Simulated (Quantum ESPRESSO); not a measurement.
Runs of Quantum ESPRESSO 7.5 on CoO. The structure is tetragonal, space group P4/nmm (No. 129). The conventional cell has a = 3.198 Å, b = 3.198 Å, c = 4.682 Å, α = 90.00°, β = 90.00°, γ = 90.00°. Co (site symmetry -4m2) is surrounded by 4 O at 2.03 Å and 4 Co at 2.26 Å. Around O (site symmetry 4mm) lie 4 Co at 2.03 Å. The cell was built by a generator and needn't be a form met in nature.

| level | potentials or basis | U | cutoff (eV) | form of the LDA correlation | gap on the mesh (eV) | pressure (GPa) | moment (μB) | largest force (eV/Å) |
| --- | --- | --- | --- | --- | --- | --- | --- | --- |
| LDA+U | GBRV 1.5 LDA | Co d U = 2 eV | 762 | PZ81 | none | -7.3 | 0.00 | (a) |
| LDA | JTH 2.0 LDA | - | 612 | PW92 | none | -12.8 | 0.00 | 2.90 |
| LDA+U | GBRV 1.5 LDA | Co d U = 3 eV | 762 | PZ81 | none | -4.0 | 0.67 | 2.49 |
| LDA+U | GBRV 1.5 LDA | Co d U = 4 eV | 762 | PZ81 | none | 1.6 | 0.56 | 2.57 |
| LDA+U | GBRV 1.5 LDA | Co d U = 1 eV | 762 | PZ81 | none | -9.8 | 0.00 | 2.61 |
| LDA+U | GBRV 1.5 LDA | Co d U = 6 eV | 762 | PZ81 | 1.32 | (b) | 0.00 | 2.44 |
| LDA+U | GBRV 1.5 LDA | Co d U = 8 eV | 762 | PZ81 | none | 11.9 | 0.00 | 1.81 |

Alike in all rows: task single point; spin collinear, antiferromagnetic start; cell as given; k mesh 3 × 2 × 2; smearing gaussian 0.05 eV; the mesh is coarse, so values aren't converged.

Task: Estimate the missing entries.

Result: (a) 2.37; (b) 13.4.

Caveats: all runs use coarse meshes; forces of over 1 eV/Å show positions far from the minimum, so gaps and moduli don't describe the material at rest; the cutoff is low for these files, which shifts pressure and relaxed volume (some runs); semilocal functionals often make such compounds metallic where correlation or magnetic order opens a gap, which also shifts bond lengths (some runs); an odd mesh through Γ misses points on the zone boundary, where band edges often lie (some runs).

A gap of «none» marks a metal or a gap under the smearing width.
